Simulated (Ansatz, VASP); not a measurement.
# TiB2: VASP beside Ansatz

The input POSCAR:

```
TiB2
1.0
    3.0248702133      0.0000000000      0.0000000000
   -1.5124351066      2.6196144479      0.0000000000
    0.0000000000      0.0000000000      3.2220676076
Ti B
1 2
Direct
    0.0000000000      0.0000000000      0.0000000000
    0.3333333333      0.6666666667      0.5000000000
    0.6666666667      0.3333333333      0.5000000000
```

File INCAR.step1:

```
SYSTEM = TiB2
  PREC = Accurate
  ENCUT = 520
  ISMEAR = 0
  SIGMA = 0.1
  LREAL = .FALSE.
  LASPH = .TRUE.
  NELM = 100
  NBANDS = 16
  GGA = PE
  ALGO = Normal
  EDIFF = 1E-4
  LWAVE = .TRUE.
  LCHARG = .FALSE.
```

INCAR.step2

```
SYSTEM = TiB2
  PREC = Accurate
  ENCUT = 520
  EDIFF = 1E-7
  ISMEAR = 0
  SIGMA = 0.1
  LREAL = .FALSE.
  LASPH = .TRUE.
  NELM = 100
  ALGO = Normal
  ISIF = 2
  LWAVE = .FALSE.
  LCHARG = .TRUE.
  METAGGA = R2SCAN
  LMIXTAU = .TRUE.
  LELF = .TRUE.
  LVHAR = .TRUE.
  NBANDS = 16
  ISTART = 1
```

File KPOINTS:

```
Automatic mesh
0
G
  15 15 14
  0 0 0
```

Input for Ansatz:

```yaml
crystal:
  lattice:
    - [3.0248702133, 0.0, 0.0]
    - [-1.5124351066, 2.6196144479, 0.0]
    - [0.0, 0.0, 3.2220676076]
  atoms:
    - { symbol: Ti, position: [0.0, 0.0, 0.0] }
    - { symbol: B, position: [0.3333333333, 0.6666666667, 0.5] }
    - { symbol: B, position: [0.6666666667, 0.3333333333, 0.5] }
basis:
  ecutwfc: 500
kpoints:
  mp_grid: { grid: [15, 15, 14] }
  band_path:
    path:
      - [[0.0, 0.0, 0.0], [0.5, 0.0, 0.0], [0.33333333, 0.33333333, 0.0], [0.0, 0.0, 0.0], [0.0, 0.0, 0.5], [0.5, 0.0, 0.5], [0.33333333, 0.33333333, 0.5], [0.0, 0.0, 0.5]]
      - [[0.5, 0.0, 0.5], [0.5, 0.0, 0.0]]
      - [[0.33333333, 0.33333333, 0.5], [0.33333333, 0.33333333, 0.0]]
    npoints: 14
hamiltonian:
  xc: r2scan
scf:
  occupations: { method: gaussian, width: 0.1 }
  n_extra_bands: 7
output:
  forces: true
  stress: true
  eigenvalues: true
  populations: true
  dos: { projected: true, de: 0.02, nscf_kmesh: { grid: [23, 23, 21] } }
  bader: true
  write_density: true
  write_potential: true
  elf: true
  volumetric_format: npy
```

Alike in both runs: task single point; functional r2SCAN; k mesh 15 × 15 × 14; occupations gaussian, width 0.1 eV; no spin polarisation.

```csv
,VASP,Ansatz
version,VASP 6.6.1,Ansatz 0.2.0
potentials or method,"VASP PAW PBE potentials, release 64 (Ti_sv, B)","scalar-relativistic, plane waves, PAW"
plane-wave cutoff (eV),520,500
valence electrons in the cell,18,18
```

Ansatz gave:

* gap on the k mesh at the Fermi level (eV): none
* pressure (GPa): 0.0
* largest component of the traceless stress (GPa): 0.01

Question: Estimate VASP's values.

Answer: gap on the k mesh at the Fermi level (eV): none; pressure (GPa): 0.9; largest component of the traceless stress (GPa): 0.11.

A gap of «none» marks a metal or a gap that the smearing closes.

Caveats: the PAW data sets were made with another functional, which shifts forces and pressure a little (VASP).
